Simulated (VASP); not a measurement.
# Hg (P6_3/mmc) in VASP: single point with r2SCAN

Aim: the single point of Hg with r2SCAN.

Program: VASP 6.6.1. These are calculated values, not measurements. Logs are shortened: lines on timing, memory, paths and dates and some standing lists are left out, and cuts for length are marked.

### Step 1. Starting point

The structure is hexagonal, space group P6_3/mmc (No. 194). Conventional cell: a = 3.442 Å, b = 3.442 Å, c = 11.062 Å, α = 90.00°, β = 90.00°, γ = 120.00°. Hg (site symmetry -3m) has 12 Hg at 3.41 to 3.44 Å as nearest neighbours. Hg (site symmetry -6m2) is surrounded by 12 Hg at 3.41 to 3.44 Å.

### Step 2. Single point, r2SCAN

The input, POSCAR:

```
Hg
1.0
    3.4419410000      0.0000000000      0.0000000000
   -1.7209700000      2.9808080000      0.0000000000
    0.0000000000      0.0000000000     11.0623310000
Hg
4
Direct
    0.0000000000      0.0000000000      0.0000000000
    0.3333333333      0.6666666667      0.2500000000
    0.0000000000      0.0000000000      0.5000000000
    0.6666666667      0.3333333333      0.7500000000
```

The input, INCAR.step1:

```
ALGO = Normal ; EDIFF = 1E-4
ENCUT = 520 ; GGA = PE
ISMEAR = 1 ; LASPH = True
LCHARG = False ; LREAL = False
LWAVE = True ; NBANDS = 32
NELM = 100 ; PREC = Accurate
SIGMA = 0.15
```

The input, INCAR.step2:

```
ALGO = Normal ; EDIFF = 1E-6
ENCUT = 520 ; ISIF = 2
ISMEAR = 1 ; ISTART = 1
LASPH = True ; LCHARG = False
LMIXTAU = True ; LREAL = False
LWAVE = False ; METAGGA = R2SCAN
NBANDS = 32 ; NELM = 100
PREC = Accurate ; SIGMA = 0.15
```

The input, KPOINTS:

```
k-points
0
Gamma
  6 6 2
```

Potentials or basis: VASP PAW PBE potentials, release 64 (Hg).

Command:

```bash
$ cat potpaw_PBE.64/Hg/POTCAR > POTCAR
$ cp INCAR.step1 INCAR
$ mpirun -np 1 vasp_std > vasp.out
$ cp INCAR.step2 INCAR
$ mpirun -np 1 vasp_std > vasp.out
```

OUTCAR:

```text
EDIFF = 1E-6
   ENCUT = 520
   ISIF = 2
   ISMEAR = 1
   ISTART = 1
   LASPH = True
   LREAL = False
   METAGGA = R2SCAN
   NELM = 100
   PREC = Accurate

 ion  position               nearest neighbor table
   1  0.000  0.000  0.000-   2 3.41   4 3.41   4 3.41   2 3.41   4 3.41   2 3.41
   2  0.333  0.667  0.250-   1 3.41   3 3.41   1 3.41   3 3.41   1 3.41   3 3.41
   3  0.000  0.000  0.500-   2 3.41   4 3.41   4 3.41   2 3.41   4 3.41   2 3.41
   4  0.667  0.333  0.750-   1 3.41   3 3.41   1 3.41   3 3.41   1 3.41   3 3.41

  LATTYP: Found a hexagonal cell.
 ALAT       =     3.4419410000
 C/A-ratio  =     3.2139804256

  Lattice vectors:

 A1 = (   3.4419410000,   0.0000000000,   0.0000000000)
 A2 = (  -1.7209700000,   2.9808080000,   0.0000000000)
 A3 = (   0.0000000000,   0.0000000000,  11.0623310000)

Analysis of symmetry for initial positions (statically):
=====================================================================
 Subroutine PRICEL returns:
 Original cell was already a primitive cell.

 Routine SETGRP: Setting up the symmetry group for a
 hexagonal supercell.

 Subroutine GETGRP returns: Found 24 space group operations
 (whereof 12 operations were pure point group operations)
 out of a pool of 24 trial point group operations.

The static configuration has the point symmetry D_3d.
 The point group associated with its full space group is D_6h.

Analysis of symmetry for dynamics (positions and initial velocities):
=====================================================================
 Subroutine PRICEL returns:
 Original cell was already a primitive cell.

 Routine SETGRP: Setting up the symmetry group for a
 hexagonal supercell.

 Subroutine GETGRP returns: Found 24 space group operations
 (whereof 12 operations were pure point group operations)
 out of a pool of 24 trial point group operations.

The dynamic configuration has the point symmetry D_3d.
 The point group associated with its full space group is D_6h.

 Subroutine INISYM returns: Found 24 space group operations
 (whereof 12 operations are pure point group operations),
 and found     1 'primitive' translations

----------------------------------------------------------------------------------------

                                     Primitive cell

  volume of cell :     113.4969

  direct lattice vectors                    reciprocal lattice vectors
     3.441941000  0.000000000  0.000000000     0.290533742  0.167739705  0.000000000
    -1.720970000  2.980808000  0.000000000     0.000000000  0.335479508  0.000000000
     0.000000000  0.000000000 11.062331000     0.000000000  0.000000000  0.090396861
[... 81 lines left out ...]
   IBRION =     -1    ionic relax: 0-MD 1-quasi-New 2-CG
   NFREE  =      0    steps in history (QN), initial steepest desc. (CG)
   ISIF   =      2    stress and relaxation
   ISYM   =      2    0-nonsym 1-usesym 2-fastsym
   POTIM  = 0.5000    time-step for ionic-motion
   TEBEG  =    0.0;   TEEND  =   0.0 temperature during run
   PSTRESS=    0.0 pullay stress
   NELECT =      48.0000    total number of electrons
   NUPDOWN=      -1.0000    fix difference up-down
   EMIN   =  10.00;   EMAX   =-10.00  energy-range for DOS
   EFERMI =   0.00;   METHOD = LEGACY
   ISMEAR =     1;   SIGMA  =   0.15  broadening in eV -4-tet -1-fermi 0-gaus
   EFERMI_NEDOS =   21; number of points for ismear=-14 and -15
   IALGO  =     38    algorithm
   IMIX   =      4    mixing-type and parameters
     AMIX     =   0.40;   BMIX     =  1.00
     AMIX_MAG =   1.60;   BMIX_MAG =  1.00
  volume/ion in A,a.u.               =      28.37       191.48
  Fermi-wavevector in a.u.,A,eV,Ry     =   1.228836  2.322163 20.545309  1.510038
  Thomas-Fermi vector in A             =   2.363746
   LORBIT       =      0    0 simple, 1 ext, 2 COOP (PROOUT), +10 PAW based schemes
   METAGGA = R2SCAN    functional components
   LHFCALC =     F    Hartree Fock is set to
   AEXX    =    0.0000 exact exchange contribution
   IVDW    =     0    specifies the selected vdW correction
   LEPSILON=     F    determine dielectric tensor
   LRPA    =     F    only Hartree local field effects (RPA)
 non-spin polarized calculation
 Methfessel and Paxton  Order N= 1 SIGMA  =   0.15
  energy-cutoff  :      520.00
  volume of cell :      113.50
 maximum number of plane-waves:      3087
 NGX is ok and might be reduce to    28
   NGX = 13   NGY = 13   NGZ = 41

 number of electron      48.0000000 magnetization

 Free energy of the ion-electron system (eV)
  ---------------------------------------------------
  ext. energy  EPLUGINS =         0.00000000
  ---------------------------------------------------
  free energy    TOTEN  =      -197.39325713 eV

  energy without entropy =     -197.39270553  energy(sigma->0) =     -197.39307326

 E-fermi :   0.7794     XC(G=0): -10.3648

 val. band max:        0.6976478125   @ k =   0.3333   0.1667   0.0000
 cond. band min:       0.8854092805   @ k =   0.5000   0.0000   0.0000
 fundamental gap:      0.1877614680
 Fermi energy:         0.7793916368

 k-point     1 :       0.0000    0.0000    0.0000
  band No.  band energies     occupation
      1      -6.5216      2.00000
      2      -6.1056      2.00000
      3      -5.9155      2.00000
      4      -5.9101      2.00000
      5      -5.5345      2.00000
      6      -5.5345      2.00000
[... 479 lines left out ...]
     31       5.1038      0.00000
     32       5.1038      0.00000

------------------------ aborting loop because EDIFF is reached ----------------------------------------

  FORCE on cell =-STRESS in cart. coord.  units (eV):
  Direction    XX          YY          ZZ          XY          YZ          ZX
  --------------------------------------------------------------------------------------
  -------------------------------------------------------------------------------------
  Total       -0.0019207     -0.0019207      0.3746392     -0.0000000      0.0000000      0.0000000
  in kB       -0.0271130     -0.0271130      5.2885883     -0.0000000      0.0000000      0.0000000
  external PRESSURE =       1.7447875 kB  Pullay stress =       0.0000000 kB

 VOLUME and BASIS-vectors are now :
 -----------------------------------------------------------------------------
  energy-cutoff  :      520.00
  volume of cell :      113.50
      direct lattice vectors                 reciprocal lattice vectors
     3.441941000  0.000000000  0.000000000     0.290533742  0.167739705  0.000000000
    -1.720970000  2.980808000  0.000000000     0.000000000  0.335479508  0.000000000
     0.000000000  0.000000000 11.062331000     0.000000000  0.000000000  0.090396861

 POSITION                                       TOTAL-FORCE (eV/Angst)
 -----------------------------------------------------------------------------------
      0.00000      0.00000      0.00000        -0.000000      0.000000     -0.000000
      0.00000      1.98721      2.76558         0.000000     -0.000000      0.000000
      0.00000      0.00000      5.53117        -0.000000      0.000000     -0.000000
      1.72097      0.99360      8.29675        -0.000000      0.000000     -0.000000
 -----------------------------------------------------------------------------------
    total drift:                                0.000000     -0.000000      0.000000

  FREE ENERGIE OF THE ION-ELECTRON SYSTEM (eV)
  ---------------------------------------------------
  free  energy   TOTEN  =      -197.3932571330 eV

  energy  without entropy=     -197.3927055279  energy(sigma->0) =     -197.39307326
```

OSZICAR.step1:

```text
N       E                     dE             d eps       ncg     rms          rms(c)
DAV:   1     0.387960369926E+03    0.38796E+03   -0.23919E+04   896   0.142E+03
DAV:   2     0.121462906959E+02   -0.37581E+03   -0.35161E+03   920   0.372E+02
DAV:   3    -0.645767254366E+00   -0.12792E+02   -0.12632E+02  1040   0.728E+01
DAV:   4    -0.712263113493E+00   -0.66496E-01   -0.66482E-01   960   0.429E+00
DAV:   5    -0.712390754611E+00   -0.12764E-03   -0.12764E-03  1032   0.200E-01    0.394E+00
DAV:   6    -0.657610557139E+00    0.54780E-01   -0.15395E-01   952   0.313E+00    0.310E+00
DAV:   7    -0.655669596233E+00    0.19410E-02   -0.33347E-02   960   0.122E+00    0.110E+00
DAV:   8    -0.655745528441E+00   -0.75932E-04   -0.50256E-03   920   0.619E-01    0.834E-02
DAV:   9    -0.655794390076E+00   -0.48862E-04   -0.48498E-05   592   0.570E-02
   1 F= -.65579439E+00 E0= -.65429309E+00  d E =-.450390E-02
```

Run time: 2.3 min. Hardware: 1 thread of Intel Xeon Platinum 8488C (Sapphire Rapids), shared host; peak memory 0.27 GiB.

Results:

- Free energy: -197.3933 eV
- Pressure: 0.2 GPa
- Band gap on the k mesh: none (metal or under the smearing width)

Stress tensor (GPa, compression positive):
```
0.00 0.00 0.00
0.00 0.00 0.00
0.00 0.00 0.53
```

Levels at points of the mesh, in eV from the Fermi level:
```tsv
k point	band 20	band 21	band 22	band 23	band 24	band 25	band 26	band 27	band 28	band 29
(0.00, 0.00, 0.00)	-5.51	-5.51	-5.50	-5.50	-1.36	-0.11	6.83	6.84	11.74	11.74
(0.50, 0.00, 0.00)	-5.41	-2.03	-1.81	-0.94	-0.36	0.11	0.46	3.08	3.44	5.19
(0.00, 0.00, 0.50)	-5.58	-5.58	-5.58	-3.56	-3.56	2.79	2.79	11.28	11.28	12.04
(0.50, 0.00, 0.50)	-5.44	-1.79	-1.79	-1.18	-1.18	1.43	1.43	2.01	2.01	6.96
```

Caveat: the PAW data sets were made with another functional, which shifts forces and pressure a little. The run has no spin-orbit coupling, so splittings on Hg are missing.
